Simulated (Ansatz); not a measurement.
Crystal: Re.

```
Re
1.0
     2.76080    0.00000    0.00000
    -1.38040    2.39092    0.00000
     0.00000    0.00000    4.45820
Re
2
Direct
  0.66667 0.33333 0.75000
  0.33333 0.66667 0.25000
```

Program: Ansatz 0.2.0. Alike in all runs: task band structure; potentials or basis Ansatz PAW; no spin polarisation; cell as given; k mesh 6 × 6 × 4; smearing fermi-dirac 0.05 eV; the mesh is coarse, so values aren't converged.

Q: Order these runs on this cell by their pressure, lowest first.
A. level BLYP; cutoff (eV) 420
B. level r2SCAN; cutoff (eV) 500
C. level PBE; cutoff (eV) 420
D. level RPBE; cutoff (eV) 420
E. level PBEsol; cutoff (eV) 420

A: E (-3.7 GPa), B (-0.1 GPa), C (6.5 GPa), D (10.4 GPa), A (20.5 GPa).

Caveats: all runs use coarse meshes; the PAW data sets come from PBE, with cores solved anew for the run's functional, which leaves a small shift of forces and pressure (some runs).
